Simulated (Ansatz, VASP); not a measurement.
## KI in VASP and in Ansatz

Contents of POSCAR:

```
KI
1.0
    0.0000000000      3.9658942500      3.9658942500
    3.9658942500      0.0000000000      3.9658942500
    3.9658942500      3.9658942500      0.0000000000
K I
1 1
Direct
    0.0000000000      0.0000000000      0.0000000000
    0.2500000000      0.2500000000      0.2500000000
```

The input INCAR.step1:

```
PREC = Accurate
ENCUT = 520
EDIFF = 1E-5
ISMEAR = 0
SIGMA = 0.01
LREAL = F
LASPH = T
NELM = 60
ALGO = Normal
ISIF = 2
LWAVE = T
LCHARG = F
GGA = PE
NBANDS = 15
```

INCAR.step2

```
PREC = Accurate
ENCUT = 520
EDIFF = 1E-7
ISMEAR = 0
SIGMA = 0.01
LREAL = F
LASPH = T
NELM = 60
ALGO = Normal
ISIF = 2
LWAVE = F
LCHARG = F
GGA = PE
LHFCALC = T
AEXX = 0.1
HFSCREEN = 0.2078
PRECFOCK = Normal
ISTART = 1
NBANDS = 15
```

The input KPOINTS:

```
Automatic mesh
0
Gamma
  4 4 4
```

Input for Ansatz:

```yaml
crystal:
  lattice:
    - [0.0, 3.96589425, 3.96589425]
    - [3.96589425, 0.0, 3.96589425]
    - [3.96589425, 3.96589425, 0.0]
  atoms:
    - { symbol: K, position: [0.0, 0.0, 0.0] }
    - { symbol: I, position: [0.25, 0.25, 0.25] }
kpoints:
  mp_grid: { grid: [4, 4, 4] }
hamiltonian:
  xc:
    exchange: pbe
    correlation: pbe
    exx: { coeff: 0.1, omega: 0.2078 }
scf:
  occupations: { method: fixed }
  n_extra_bands: 4
output:
  forces: true
  stress: true
  eigenvalues: true
```

Alike in both runs: task single point; functional PBE-based screened hybrid; k mesh 4 × 4 × 4; no spin polarisation.

|  | VASP | Ansatz |
| --- | --- | --- |
| version | VASP 6.6.1 | Ansatz 0.2.0 |
| potentials or method | VASP PAW PBE potentials, release 64 (K_sv, I) | plane waves |
| plane-wave cutoff (eV) | 520 | 420 |
| occupations | gaussian, width 0.01 eV | fixed |
| valence electrons in the cell | 16 | 26 |

VASP gave:

```
gap on the k mesh at the Fermi level (eV) : 4.30
pressure (GPa)                            : 0.1
```

Question: Estimate Ansatz's values.

Answer: gap on the k mesh at the Fermi level (eV): 4.31; pressure (GPa): 0.1.

The two sets of potentials don't hold the same shells in valence. Ansatz warned: «stress_exchange_threshold_loose».

Caveats: the PAW data sets were made with another functional, which shifts forces and pressure a little (VASP); spin-orbit coupling is left out, which moves the levels of the heavy elements.
